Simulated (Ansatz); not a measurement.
Level of theory: DFT PBE, scalar-relativistic, plane waves, PAW in Ansatz. All cells share a 420 eV cutoff and Γ-centred k meshes spaced at most about 0.3 Å⁻¹ (about 0.25 or finer for metals, 2π included). No spin polarisation.

These are static total energies at zero pressure.

Compare these two cells of Be2Se, each relaxed at this level.

A.

```cif
data_structure
_symmetry_space_group_name_H-M 'C2/m'
_symmetry_Int_Tables_number 12
_cell_length_a 9.7044
_cell_length_b 3.5669
_cell_length_c 5.9115
_cell_angle_alpha 90.000
_cell_angle_beta 118.616
_cell_angle_gamma 90.000
_cell_volume 179.63
loop_
_atom_site_label
_atom_site_type_symbol
_atom_site_symmetry_multiplicity
_atom_site_Wyckoff_symbol
_atom_site_fract_x
_atom_site_fract_y
_atom_site_fract_z
_atom_site_occupancy
Be1 Be 4 i 0.21619 0.50000 0.76573 1
Be2 Be 4 i 0.18136 0.00000 0.49497 1
Se1 Se 4 i 0.91276 0.00000 0.19433 1
```

B.

```cif
data_structure
_symmetry_space_group_name_H-M 'P-4m2'
_symmetry_Int_Tables_number 115
_cell_length_a 3.4623
_cell_length_b 3.4623
_cell_length_c 11.3165
_cell_angle_alpha 90.000
_cell_angle_beta 90.000
_cell_angle_gamma 90.000
_cell_volume 135.65
loop_
_atom_site_label
_atom_site_type_symbol
_atom_site_symmetry_multiplicity
_atom_site_Wyckoff_symbol
_atom_site_fract_x
_atom_site_fract_y
_atom_site_fract_z
_atom_site_occupancy
Be1 Be 2 g 0.50000 0.00000 0.64272 1
Be2 Be 1 d 0.00000 0.00000 0.50000 1
Be3 Be 1 c 0.50000 0.50000 0.50000 1
Be4 Be 2 g 0.50000 0.00000 0.11897 1
Se1 Se 2 f 0.50000 0.50000 0.76105 1
Se2 Se 1 a 0.00000 0.00000 0.00000 1
```

Question: Which form is favoured at zero pressure, and by what margin per atom?

Answer: B is lower, by 16 meV/atom. A has space group C2/m (No. 12), 15.0 Å³/atom and no gap on its mesh; B has space group P-4m2 (No. 115), 15.1 Å³/atom and no gap. Counting Se atoms around Be (those within 1.25 times the shortest such distance or 1.15 times the sum of covalent radii, 1.27 where that leaves under three; the shortest distance is added where it exceeds 1.18 times the sum of covalent radii; a slash parts the counts of unlike sites), A has Be 2/3 and B has Be 2/2 from 3.0 Å/4/8 from 3.8 Å. In A, Be on its first site is surrounded by 3 Be at 2.20–2.31 Å and 3 Se at 2.26–2.33 Å; around Be on its second site lie 5 Be at 2.20–2.31 Å and 2 Se at 2.35–2.41 Å; Se has 5 Be at 2.26–2.41 Å. In B, around Be on a site of symmetry 2mm lie 2 Se at 2.19 Å and 4 Be at 2.37 Å; Be on a site of symmetry -4m2 has 8 Be at 2.37–2.45 Å; Se on a site of symmetry 2mm is surrounded by 4 Be at 2.19–2.20 Å; 3 more sites not described. Origin: A, invented, then shaken at random and relaxed again; B, invented.

The k mesh leaves some 4 meV/atom of noise in the energy of each metallic cell. Cells relaxed within their symmetry can be saddle points.
